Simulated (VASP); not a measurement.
MgI2: phonons with PBEsol

MgI2:

```
I Mg
1.0
     4.14000    0.00000    0.00000
    -2.07000    3.58535    0.00000
     0.00000    0.00000    6.88000
I Mg
2 1
Cartesian
  2.0700 1.1951 5.1600
  0.0000 2.3902 1.7200
  0.0000 0.0000 0.0000
```

```yaml
Program: VASP 6.6.1
Task: phonons
Functional: PBEsol
Potentials_or_basis: VASP PAW PBE potentials, release 64 (I, Mg)
Cutoff: 600 eV
k_mesh: 8 × 8 × 4
Occupations: gaussian, width 0.02 eV
Spin: no spin polarisation
Ladder: free
By_perturbation_theory: yes
Further_INCAR_settings: ALGO = Normal; EDIFF = 1e-08; IBRION = 8; NSW = 1
```

| Property | Result |
| --- | --- |
| Relaxed volume | 34.55 Å³/atom |
| Relaxed cell | a = 4.129 Å, b = 4.129 Å, c = 7.021 Å, α = 90.00°, β = 90.00°, γ = 120.00° |
| Space group after relaxing (to 0.05 Å) | P-3m1 (No. 164) |
| Electronic dielectric tensor (diagonal) | 4.46, 4.46, 3.81 |
| Born charges (mean of the diagonal) | I -1.07; Mg +2.15 e |
| Highest phonon frequency at Γ, LO-TO splitting left out | 267 cm⁻¹ |

The path:
| step | energy change (eV) | largest force (eV/Å) | pressure (GPa) | volume (Å³) |
| --- | --- | --- | --- | --- |
| 1 | 0.0000 | 0.2998 | -0.84 | 102.12 |
| 2 | -0.0123 | 0.0987 | 0.15 | 99.50 |
| 3 | -0.0123 | 0.0921 | 0.18 | 99.41 |
| 4 | -0.0136 | 0.0767 | 0.14 | 99.79 |
| 5 | -0.0156 | 0.0318 | 0.03 | 100.92 |
| 6 | -0.0156 | 0.0242 | 0.01 | 101.12 |
| 7 | -0.0168 | 0.0206 | 0.00 | 101.48 |
| 8 | -0.0190 | 0.0125 | 0.01 | 102.55 |
| 9 | -0.0185 | 0.0030 | 0.07 | 104.65 |
| 10 | -0.0194 | 0.0045 | 0.04 | 103.49 |
| 11 | -0.0194 | 0.0048 | 0.03 | 103.37 |
| 12 | -0.0195 | 0.0128 | -0.06 | 103.88 |
| 13 | -0.0195 | 0.0090 | -0.02 | 103.64 |
| 14 | -0.0195 | 0.0068 | 0.02 | 103.66 |
| 15 | -0.0195 | 0.0002 | 0.00 | 103.65 |

Final structure:
```
I Mg
1.0
     4.12862    0.00000    0.00000
    -2.06431    3.57549    0.00000
     0.00000    0.00000    7.02131
I Mg
2 1
Cartesian
  2.0643 1.1918 5.3529
  0.0000 2.3837 1.6684
  0.0000 0.0000 0.0000
```

Phonon frequencies in cm⁻¹ (negative: imaginary):
```tsv
q point	frequencies
(0.000, 0.000, 0.000)	0 0 0 64 64 105 178 178 267
```

Electronic dielectric tensor:
```
4.46 0.00 0.00
0.00 4.46 0.00
0.00 0.00 3.81
```

Born effective charge tensors (e):
atom 1, I
```
-1.24  0.00  0.00
 0.00 -1.24  0.00
 0.00  0.00 -0.75
```
atom 2, I
```
-1.24  0.00  0.00
 0.00 -1.24  0.00
 0.00  0.00 -0.75
```
atom 3, Mg
```
2.48 0.00 0.00
0.00 2.48 0.00
0.00 0.00 1.50
```

Run time: 5.8 min on 4 MPI ranks on Intel(R) Xeon(R) 6975P-C (Granite Rapids), on a shared host, peak memory 0.73 GiB a rank.

Caveat: the PAW data sets were made with another functional, which shifts forces and pressure a little; this functional lacks dispersion, which binds the layers, so the pressure and a relaxed spacing across them are unreliable. The run has no spin-orbit coupling, so splittings on I are missing.
